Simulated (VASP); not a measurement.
Here is a VASP 6.6.1 calculation.

The input INCAR:

```
SYSTEM = TaC
  PREC = Accurate
  ENCUT = 520
  EDIFF = 1E-7
  ISMEAR = 0
  SIGMA = 0.1
  LREAL = .FALSE.
  LASPH = .TRUE.
  NELM = 60
  ALGO = Normal
  ISIF = 3
  LWAVE = .FALSE.
  LCHARG = .FALSE.
  GGA = PE
  IBRION = 2
  NSW = 80
  EDIFFG = -0.002
```

Contents of KPOINTS:

```
Automatic mesh
0
G
  6 6 6
  0 0 0
```

File POSCAR:

```
TaC                                     
1.0
   -0.0000000000      2.2389093779      2.2389093779
    2.2389093779     -0.0000000000      2.2389093779
    2.2389093779      2.2389093779      0.0000000000
  Ta              C             
     1     1
Direct
     0.0000000000000000    0.0000000000000000    0.0000000000000000
     0.5000000000000000    0.5000000000000000    0.5000000000000000
```

Potentials or basis: VASP PAW PBE potentials, release 64 (Ta_pv, C).

The run is started by

```bash
$ cat potpaw_PBE.64/Ta_pv/POTCAR potpaw_PBE.64/C/POTCAR > POTCAR
$ mpirun -np 1 vasp_std > vasp.out
```

Predict the band gap on the k mesh.

none (metal or under the smearing width).

Final structure:
```
Ta C
1.0
     0.00000    2.23891    2.23891
     2.23891    0.00000    2.23891
     2.23891    2.23891    0.00000
Ta C
1 1
Direct
  0.00000 0.00000 0.00000
  0.50000 0.50000 0.50000
```

Caveat: the k mesh is coarse (spacing up to 0.41 Å⁻¹), so the values aren't converged; the relaxation stopped at its first step, so nothing moved. Spin-orbit coupling is left out, which matters for the levels of Ta.
